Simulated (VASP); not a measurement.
# CuI (Marshite) (F-43m) in VASP: notebook

The runs below take CuI (Marshite) through relaxation of cell and atoms, with RPBE+D3(BJ), r2SCAN, revTPSS, r2SCAN+rVV10.

Everything below comes from runs of VASP 6.6.1. Logs are shortened: lines on timing, memory, paths and dates and some standing lists are left out, and cuts for length are marked.

### 1 The crystal as given

The structure is cubic, space group F-43m (No. 216). The conventional cell has a = 6.063 Å, b = 6.063 Å, c = 6.063 Å, α = 90.00°, β = 90.00°, γ = 90.00°. I (site symmetry -43m) is surrounded by 4 Cu at 2.63 Å. Around Cu (site symmetry -43m) lie 4 I at 2.63 Å.

### 2 Relaxation of cell and atoms, RPBE+D3(BJ) (volume scaled by 1.08)

File run.py:

```python
from ase import Atoms
from ase.calculators.vasp import Vasp
from ase.filters import FrechetCellFilter
from ase.optimize import LBFGS

atoms = Atoms(
    ['I', 'Cu'],
    cell=[[0.0, 3.1102752494, 3.1102752494], [3.1102752494, 0.0, 3.1102752494], [3.1102752494, 3.1102752494, 0.0]],
    scaled_positions=[[0.0, 0.0, 0.0], [0.75, 0.75, 0.75]],
    pbc=True,
)
calc = Vasp(
    directory='calc',
    xc='rpbe',
    pp='PBE',
    setups='recommended',
    prec='Accurate',
    encut=600,
    ediff=1e-06,
    ismear=0,
    sigma=0.01,
    lreal=False,
    lasph=True,
    nelm=60,
    algo='Fast',
    isif=2,
    lwave=False,
    lcharg=False,
    ivdw=12,
    kpts=[8, 8, 8],
    gamma=True,
)
atoms.calc = calc
opt = LBFGS(FrechetCellFilter(atoms), trajectory='relax.traj')
converged = opt.run(fmax=0.01, steps=40)
print('converged:', converged)

print('energy (eV):', atoms.get_potential_energy())
print('free energy (eV):', atoms.get_potential_energy(force_consistent=True))
print('forces (eV/A):')
print(atoms.get_forces())
print('stress (eV/A^3, Voigt):', atoms.get_stress())
print('Fermi level (eV):', calc.get_fermi_level())
print('cell (A, degrees):', atoms.cell.cellpar())
print('volume (A^3):', atoms.get_volume())
print('scaled positions:')
print(atoms.get_scaled_positions())
```

Potentials or basis: VASP PAW PBE potentials, release 64 (I, Cu).

The run is started by

```console
$ python run.py
```

What it wrote:

```text
Step     Time          Energy          fmax
LBFGS:    0       -7.401998        1.582841
LBFGS:    1       -7.504091        1.431322
LBFGS:    2       -7.741149        0.993037
LBFGS:    3       -7.822142        0.258131
LBFGS:    4       -7.829794        0.031652
LBFGS:    5       -7.829941        0.001785
converged: True
energy (eV): -7.82994088
free energy (eV): -7.82994088
forces (eV/A):
[[ 0.  0.  0.]
 [-0. -0. -0.]]
stress (eV/A^3, Voigt): [ 7.5408253e-05  7.5408253e-05  7.5408253e-05 -0.0000000e+00
 -0.0000000e+00 -0.0000000e+00]
Fermi level (eV): 6.59772976
cell (A, degrees): [ 4.0605071  4.0605071  4.0605071 60.        60.        60.       ]
volume (A^3): 47.339735259743165
scaled positions:
[[0.   0.   0.  ]
 [0.75 0.75 0.75]]
```

OUTCAR:

```text
ENCUT = 600.000000
   EDIFF = 1.00e-06
   GGA = RP
   PREC = Accurate
   ISIF = 2
   ISMEAR = 0
   NELM = 60
   IVDW = 12
   LASPH = .TRUE.
   LREAL = .FALSE.
 IVDW          = 12

 ion  position               nearest neighbor table
   1  0.000  0.000  0.000-   2 2.49   2 2.49   2 2.49   2 2.49
   2  0.750  0.750  0.750-   1 2.49   1 2.49   1 2.49   1 2.49

  LATTYP: Found a face centered cubic cell.
 ALAT       =     5.7424242112

  Lattice vectors:

 A1 = (   0.0000000000,   2.8712121056,   2.8712121056)
 A2 = (   2.8712121056,   0.0000000000,   2.8712121056)
 A3 = (   2.8712121056,   2.8712121056,   0.0000000000)

Analysis of symmetry for initial positions (statically):
=====================================================================
 Subroutine PRICEL returns:
 Original cell was already a primitive cell.

 Routine SETGRP: Setting up the symmetry group for a
 face centered cubic supercell.

 Subroutine GETGRP returns: Found 24 space group operations
 (whereof 24 operations were pure point group operations)
 out of a pool of 48 trial point group operations.

The static configuration has the point symmetry T_d .

Analysis of symmetry for dynamics (positions and initial velocities):
=====================================================================
 Subroutine PRICEL returns:
 Original cell was already a primitive cell.

 Routine SETGRP: Setting up the symmetry group for a
 face centered cubic supercell.

 Subroutine GETGRP returns: Found 24 space group operations
 (whereof 24 operations were pure point group operations)
 out of a pool of 48 trial point group operations.

The dynamic configuration has the point symmetry T_d .

 Subroutine INISYM returns: Found 24 space group operations
 (whereof 24 operations are pure point group operations),
 and found     1 'primitive' translations

----------------------------------------------------------------------------------------

                                     Primitive cell

  volume of cell :      47.3397

  direct lattice vectors                    reciprocal lattice vectors
     0.000000000  2.871212106  2.871212106    -0.174142481  0.174142481  0.174142481
     2.871212106  0.000000000  2.871212106     0.174142481 -0.174142481  0.174142481
     2.871212106  2.871212106  0.000000000     0.174142481  0.174142481 -0.174142481

  length of vectors
     4.060507100  4.060507100  4.060507100     0.301623625  0.301623625  0.301623625

  position of ions in fractional coordinates (direct lattice)
     0.000000000  0.000000000  0.000000000
     0.750000000  0.750000000  0.750000000

  ion indices of the primitive-cell ions
   primitive index   ion index
                 1           1
                 2           2

----------------------------------------------------------------------------------------

 KPOINTS: KPOINTS created by Atomic Simulation Env

Automatic generation of k-mesh.
 Grid dimensions read from file:
 generate k-points for:    8    8    8

 Generating k-lattice:

  Cartesian coordinates                     Fractional coordinates (reciprocal lattice)
    -0.021767810  0.021767810  0.021767810     0.125000000  0.000000000  0.000000000
     0.021767810 -0.021767810  0.021767810     0.000000000  0.125000000  0.000000000
     0.021767810  0.021767810 -0.021767810     0.000000000  0.000000000  0.125000000

  Length of vectors
     0.037702953  0.037702953  0.037702953

  Shift w.r.t. Gamma in fractional coordinates (k-lattice)
     0.000000000  0.000000000  0.000000000

 Subroutine IBZKPT returns following result:
 ===========================================

 Found     29 irreducible k-points:

 Following reciprocal coordinates:
            Coordinates               Weight
  0.000000  0.000000  0.000000      1.000000
  0.125000  0.000000  0.000000      8.000000
  0.250000  0.000000  0.000000      8.000000
  0.375000  0.000000  0.000000      8.000000
  0.500000  0.000000  0.000000      4.000000
  0.125000  0.125000  0.000000      6.000000
[... 21 lines left out ...]
 -0.375000  0.500000  0.125000     12.000000
 -0.250000  0.500000  0.250000      6.000000
   k-points           NKPTS =     29   k-points in BZ     NKDIM =     29   number of bands    NBANDS=     13
   number of dos      NEDOS =    301   number of ions     NIONS =      2
   total plane-waves  NPLWV =  32768
   dimension x,y,z NGX =    32 NGY =   32 NGZ =   32
   dimension x,y,z NGXF=    64 NGYF=   64 NGZF=   64
   ions per type =               1   1
   NGX,Y,Z   is equivalent  to a cutoff of  13.10, 13.10, 13.10 a.u.
   NGXF,Y,Z  is equivalent  to a cutoff of  26.20, 26.20, 26.20 a.u.
 SYSTEM =  unknown system
   PREC   = accura    normal or accurate (medium, high low for compatibility)
   ISTART =      0    job   : 0-new  1-cont  2-samecut
   ICHARG =      2    charge: 1-file 2-atom 10-const
   ISPIN  =      1    spin polarized calculation?
   LNONCOLLINEAR =      F non collinear calculations
   LSORBIT =      F    spin-orbit coupling
   LASPH  =      T    aspherical Exc in radial PAW
   ENCUT  =  600.0 eV  44.10 Ry    6.64 a.u.   8.11  8.11  8.11*2*pi/ulx,y,z
   NELM   =     60;   NELMIN=  2; NELMDL=  0     # of ELM steps
   EDIFF  = 0.1E-05   stopping-criterion for ELM
   LREAL  =      F    real-space projection
   EDIFFG = 0.1E-04   stopping-criterion for IOM
   NSW    =      0    number of steps for IOM
   IBRION =     -1    ionic relax: 0-MD 1-quasi-New 2-CG
   NFREE  =      0    steps in history (QN), initial steepest desc. (CG)
   ISIF   =      2    stress and relaxation
   ISYM   =      2    0-nonsym 1-usesym 2-fastsym
   POTIM  = 0.5000    time-step for ionic-motion
   TEBEG  =    0.0;   TEEND  =   0.0 temperature during run
   PSTRESS=    0.0 pullay stress
   NELECT =      18.0000    total number of electrons
   NUPDOWN=      -1.0000    fix difference up-down
   EMIN   =  10.00;   EMAX   =-10.00  energy-range for DOS
   EFERMI =   0.00;   METHOD = LEGACY
   ISMEAR =     0;   SIGMA  =   0.01  broadening in eV -4-tet -1-fermi 0-gaus
   EFERMI_NEDOS =   21; number of points for ismear=-14 and -15
   IALGO  =     68    algorithm
   IMIX   =      4    mixing-type and parameters
     AMIX     =   0.40;   BMIX     =  1.00
     AMIX_MAG =   1.60;   BMIX_MAG =  1.00
  volume/ion in A,a.u.               =      23.67       159.73
  Fermi-wavevector in a.u.,A,eV,Ry     =   1.186016  2.241244 19.138403  1.406633
  Thomas-Fermi vector in A             =   2.322197
   LORBIT       =      0    0 simple, 1 ext, 2 COOP (PROOUT), +10 PAW based schemes
   GGA     = RP    functional components
   LHFCALC =     F    Hartree Fock is set to
   AEXX    =    0.0000 exact exchange contribution
   IVDW    =    12    specifies the selected vdW correction
   LEPSILON=     F    determine dielectric tensor
   LRPA    =     F    only Hartree local field effects (RPA)
 non-spin polarized calculation
 RMM-DIIS sequential band-by-band and
 Gauss-broadening in eV      SIGMA  =   0.01
  energy-cutoff  :      600.00
  volume of cell :       47.34
 maximum number of plane-waves:      1604
   NGX = 17   NGY = 17   NGZ = 17

 number of electron      18.0000009 magnetization

 Free energy of the ion-electron system (eV)
  ---------------------------------------------------
  ext. energy  EPLUGINS =         0.00000000
  ---------------------------------------------------
  free energy    TOTEN  =        -4.47708896 eV

  energy without entropy =       -4.47708896  energy(sigma->0) =       -4.47708896

 E-fermi :   6.5977     XC(G=0):  -9.5359

 val. band max:        6.4903583348   @ k =   0.0000   0.0000   0.0000
 cond. band min:       8.2555260423   @ k =   0.0000   0.0000   0.0000
 fundamental gap:      1.7651677075
 Fermi energy:         6.5977297624

 k-point     1 :       0.0000    0.0000    0.0000
  band No.  band energies     occupation
      1      -8.4853      2.00000
      2       2.0164      2.00000
      3       2.0164      2.00000
      4       2.0164      2.00000
      5       3.8850      2.00000
      6       3.8850      2.00000
      7       6.4904      2.00000
      8       6.4904      2.00000
      9       6.4904      2.00000
     10       8.2555      0.00000
     11      11.1713      0.00000
     12      11.1713      0.00000
     13      11.1713      0.00000

 k-point     2 :       0.1250    0.0000    0.0000
  band No.  band energies     occupation
      1      -8.3816      2.00000
      2       1.7228      2.00000
      3       2.0294      2.00000
      4       2.0294      2.00000
      5       3.8759      2.00000
      6       3.8759      2.00000
      7       5.6754      2.00000
      8       6.3206      2.00000
      9       6.3206      2.00000
     10       8.9327      0.00000
     11      11.2623      0.00000
     12      11.4435      0.00000
     13      11.4435      0.00000

 k-point     3 :       0.2500    0.0000    0.0000
  band No.  band energies     occupation
      1      -8.1107      2.00000
      2       0.9692      2.00000
      3       2.0562      2.00000
      4       2.0562      2.00000
      5       3.8706      2.00000
      6       3.8706      2.00000
      7       4.7144      2.00000
      8       5.9587      2.00000
      9       5.9587      2.00000
     10       9.1194      0.00000
     11      11.8378      0.00000
     12      11.8378      0.00000
     13      12.4688      0.00000
[... 385 lines left out ...]
 k-point    28 :      -0.3750    0.5000    0.1250
  band No.  band energies     occupation
      1      -7.3711      2.00000
      2       0.0749      2.00000
      3       1.5894      2.00000
      4       1.9545      2.00000
      5       3.8038      2.00000
      6       3.8626      2.00000
      7       3.9949      2.00000
      8       4.2882      2.00000
      9       4.5601      2.00000
     10       9.7239      0.00000
     11      10.0887      0.00000
     12      14.8756      0.00000
     13      14.9065      0.00000

 k-point    29 :      -0.2500    0.5000    0.2500
  band No.  band energies     occupation
      1      -7.3678      2.00000
      2       0.4826      2.00000
      3       0.9945      2.00000
      4       1.8977      2.00000
      5       3.7797      2.00000
      6       3.8104      2.00000
      7       3.9966      2.00000
      8       4.2363      2.00000
      9       4.6710      2.00000
     10      11.1805      0.00000
     11      11.5941      0.00000
     12      12.7128      0.00000
     13      12.8286      0.00000

------------------------ aborting loop because EDIFF is reached ----------------------------------------

 Edisp (eV)   -3.35285

 E8    (eV) :    -2.1001

  FORCE on cell =-STRESS in cart. coord.  units (eV):
  Direction    XX          YY          ZZ          XY          YZ          ZX
  --------------------------------------------------------------------------------------
  -------------------------------------------------------------------------------------
  Total      -0.00357    -0.00357    -0.00357     0.00000     0.00000     0.00000
  in kB      -0.12082    -0.12082    -0.12082     0.00000     0.00000     0.00000
  external pressure =       -0.12 kB  Pullay stress =        0.00 kB

 VOLUME and BASIS-vectors are now :
 -----------------------------------------------------------------------------
  energy-cutoff  :      600.00
  volume of cell :       47.34
      direct lattice vectors                 reciprocal lattice vectors
     0.000000000  2.871212106  2.871212106    -0.174142481  0.174142481  0.174142481
     2.871212106  0.000000000  2.871212106     0.174142481 -0.174142481  0.174142481
     2.871212106  2.871212106  0.000000000     0.174142481  0.174142481 -0.174142481

 POSITION                                       TOTAL-FORCE (eV/Angst)
 -----------------------------------------------------------------------------------
      0.00000      0.00000      0.00000         0.000000      0.000000      0.000000
      4.30682      4.30682      4.30682        -0.000000     -0.000000     -0.000000
 -----------------------------------------------------------------------------------
    total drift:                                0.000000      0.000000     -0.000000

  FREE ENERGIE OF THE ION-ELECTRON SYSTEM (eV)
  ---------------------------------------------------
  free  energy   TOTEN  =        -7.8299408844 eV

  energy  without entropy=       -7.8299408844  energy(sigma->0) =       -7.82994088
```

INCAR:

```text
ENCUT = 600.000000
SIGMA = 0.010000
EDIFF = 1.00e-06
ALGO = Fast
GGA = RP
PREC = Accurate
ISIF = 2
ISMEAR = 0
NELM = 60
IVDW = 12
LASPH = .TRUE.
LCHARG = .FALSE.
LWAVE = .FALSE.
LREAL = .FALSE.
```

Wall time 2.3 min (1 thread of Intel Xeon Platinum 8488C (Sapphire Rapids), shared host); peak memory 0.19 GiB.

Results:

```
Free energy                            : -7.8299 eV
Relaxed volume                         : 23.67 Å³/atom
Relaxed cell                           : a = 4.061 Å, b = 4.061 Å, c = 4.061 Å, α = 60.00°, β = 60.00°, γ = 60.00°
Space group after relaxing (to 0.05 Å) : F-43m (No. 216)
Energy gained by relaxing              : 214.0 meV/atom
Ionic steps                            : 6
Pressure after relaxing                : 0.0 GPa
Band gap on the k mesh                 : 1.77 eV, direct
Dispersion energy per atom             : -1.676 eV
```

Step by step:
```csv
step,energy change (eV),largest force (eV/Å),pressure (GPa),volume (Å³)
1,0.0000,0.0000,-8.43,60.18
2,-0.1021,0.0000,-7.88,58.17
3,-0.3392,0.0000,7.38,43.09
4,-0.4201,0.0000,-1.70,48.73
5,-0.4278,0.0000,-0.21,47.51
6,-0.4279,0.0000,-0.01,47.34
```

Final structure:
```cif
data_structure
_symmetry_space_group_name_H-M 'P 1'
_symmetry_Int_Tables_number 1
_cell_length_a 4.0605
_cell_length_b 4.0605
_cell_length_c 4.0605
_cell_angle_alpha 60.000
_cell_angle_beta 60.000
_cell_angle_gamma 60.000
_cell_volume 47.34
loop_
_atom_site_label
_atom_site_type_symbol
_atom_site_fract_x
_atom_site_fract_y
_atom_site_fract_z
_atom_site_occupancy
I1 I 0.00000 0.00000 0.00000 1
Cu1 Cu 0.75000 0.75000 0.75000 1
```

Caveat: the PAW data sets were made with another functional, which shifts forces and pressure a little; spin-orbit coupling is left out, which moves the levels of the heavy elements.

### 3 Relaxation of cell and atoms, r2SCAN

File INCAR:

```
PREC     = Accurate       # precision mode
ENCUT    = 600            # plane-wave cutoff, eV
EDIFF    = 1E-7           # SCF threshold, eV
ISMEAR   = 0              # smearing method
SIGMA    = 0.05           # smearing width, eV
LREAL    = False          # projectors in reciprocal space
LASPH    = True           # aspherical terms in the spheres
NELM     = 60             # most SCF steps
ALGO     = Normal         # electronic algorithm
ISIF     = 3              # what is computed and relaxed
LWAVE    = False          # write WAVECAR
LCHARG   = False          # write CHGCAR
METAGGA  = R2SCAN         # meta-GGA
LMIXTAU  = True         
IBRION   = 2              # ionic algorithm
NSW      = 40             # ionic steps
EDIFFG   = -0.02          # ionic threshold
```

File KPOINTS:

```
Automatic mesh
0
Gamma
  8 8 8
```

File POSCAR:

```
CuI
1.0
    0.0000000000      3.0315000000      3.0315000000
    3.0315000000      0.0000000000      3.0315000000
    3.0315000000      3.0315000000      0.0000000000
I Cu
1 1
Direct
    0.0000000000      0.0000000000      0.0000000000
    0.7500000000      0.7500000000      0.7500000000
```

Potentials or basis: VASP PAW PBE potentials, release 64 (I, Cu).

The run is started by

```console
$ cat potpaw_PBE.64/I/POTCAR potpaw_PBE.64/Cu/POTCAR > POTCAR
$ mpirun -np 1 vasp_std > vasp.out
```

OUTCAR:

```text
PREC = Accurate
   ENCUT = 600
   EDIFF = 1E-7
   ISMEAR = 0
   LREAL = False
   LASPH = True
   NELM = 60
   ISIF = 3
   METAGGA = R2SCAN
   IBRION = 2
   NSW = 40
   EDIFFG = -0.02

 ion  position               nearest neighbor table
   1  0.000  0.000  0.000-   2 2.63   2 2.63   2 2.63   2 2.63
   2  0.750  0.750  0.750-   1 2.63   1 2.63   1 2.63   1 2.63

  LATTYP: Found a face centered cubic cell.
 ALAT       =     6.0630000000

[... 624 lines left out ...]

  FORCE on cell =-STRESS in cart. coord.  units (eV):
  Direction    XX          YY          ZZ          XY          YZ          ZX
  --------------------------------------------------------------------------------------
  -------------------------------------------------------------------------------------
  Total       -0.0026867     -0.0026867     -0.0026867      0.0000000      0.0000000     -0.0000000
  in kB       -0.0788490     -0.0788490     -0.0788490      0.0000000      0.0000000     -0.0000000
  external PRESSURE =      -0.0788490 kB  Pullay stress =       0.0000000 kB

 VOLUME and BASIS-vectors are now :
 -----------------------------------------------------------------------------
  energy-cutoff  :      600.00
  volume of cell :       54.59
      direct lattice vectors                 reciprocal lattice vectors
    -0.000000000  3.010941984  3.010941984    -0.166060988  0.166060988  0.166060988
     3.010941984 -0.000000000  3.010941984     0.166060988 -0.166060988  0.166060988
     3.010941984  3.010941984  0.000000000     0.166060988  0.166060988 -0.166060988

 POSITION                                       TOTAL-FORCE (eV/Angst)
 -----------------------------------------------------------------------------------
      6.02188      6.02188      6.02188         0.000000      0.000000      0.000000
      4.51641      4.51641      4.51641        -0.000000     -0.000000     -0.000000
 -----------------------------------------------------------------------------------
    total drift:                                0.000009      0.000009      0.000009

  FREE ENERGIE OF THE ION-ELECTRON SYSTEM (eV)
  ---------------------------------------------------
  free  energy   TOTEN  =       -35.7971717011 eV

  energy  without entropy=      -35.7971717011  energy(sigma->0) =      -35.79717170

 reached required accuracy - stopping structural energy minimisation
```

Wall time 89 s (1 thread of Intel Xeon 6975P-C (Granite Rapids), shared host); peak memory 0.24 GiB.

Results:

* Free energy: -35.7972 eV
* Relaxed volume: 27.30 Å³/atom
* Relaxed cell: a = 4.258 Å, b = 4.258 Å, c = 4.258 Å, α = 60.00°, β = 60.00°, γ = 60.00°
* Space group after relaxing (to 0.05 Å): F-43m (No. 216)
* Energy gained by relaxing: 1.5 meV/atom
* Ionic steps: 2
* Pressure after relaxing: 0.0 GPa
* Band gap on the k mesh: 1.67 eV, direct

Step by step:
```tsv
step	energy change (eV)	largest force (eV/Å)	pressure (GPa)	volume (Å³)
1	0.0000	0.0000	-0.81	55.72
2	-0.0031	0.0000	-0.01	54.59
```

Final structure:
```xyz
2
Lattice="0.0000 3.0109 3.0109 3.0109 0.0000 3.0109 3.0109 3.0109 0.0000" Properties=species:S:1:pos:R:3 pbc="T T T"
I     6.0219    6.0219    6.0219
Cu    4.5164    4.5164    4.5164
```

Caveat: the PAW data sets were made with another functional, which shifts forces and pressure a little; spin-orbit coupling is left out, which moves the levels of the heavy elements. r2SCAN opens gaps a little over a GGA but as a rule still falls short of measured ones.

[end of part 1 of 2]
